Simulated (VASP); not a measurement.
Here is a VASP 6.6.1 calculation.

The input INCAR:

```
  PREC = Accurate
  ENCUT = 600
  EDIFF = 1E-7
  ISMEAR = 0
  SIGMA = 0.1
  LREAL = False
  LASPH = True
  NELM = 100
  ALGO = Normal
  ISIF = 3
  LWAVE = False
  LCHARG = False
  GGA = PS
  IBRION = 2
  NSW = 100
  EDIFFG = -0.005
```

KPOINTS

```
regular mesh
0
Gamma
  18 18 18
```

Contents of POSCAR:

```
Ti
1.0
   -1.6051819953      1.6051819953      1.6051819953
    1.6051819953     -1.6051819953      1.6051819953
    1.6051819953      1.6051819953     -1.6051819953
Ti
1
Direct
    0.0000000000      0.0000000000      0.0000000000
```

Potentials or basis: VASP PAW PBE potentials, release 64 (Ti_sv).

The run is started by

```sh
$ cat potpaw_PBE.64/Ti_sv/POTCAR > POTCAR
$ mpirun -np 1 vasp_std > vasp.out
```

**Question.** What does it give for the space group after relaxing (to 0.05 Å)?

**Answer.** Im-3m (No. 229).

**Question.** What does it give for the relaxed volume?

**Answer.** 16.50 Å³/atom.

Final structure:
```cif
data_structure
_symmetry_space_group_name_H-M 'P 1'
_symmetry_Int_Tables_number 1
_cell_length_a 2.7776
_cell_length_b 2.7776
_cell_length_c 2.7776
_cell_angle_alpha 109.471
_cell_angle_beta 109.471
_cell_angle_gamma 109.471
_cell_volume 16.50
loop_
_atom_site_label
_atom_site_type_symbol
_atom_site_fract_x
_atom_site_fract_y
_atom_site_fract_z
_atom_site_occupancy
Ti1 Ti 0.00000 0.00000 0.00000 1
```

Caveat: the PAW data sets were made with another functional, which shifts forces and pressure a little.
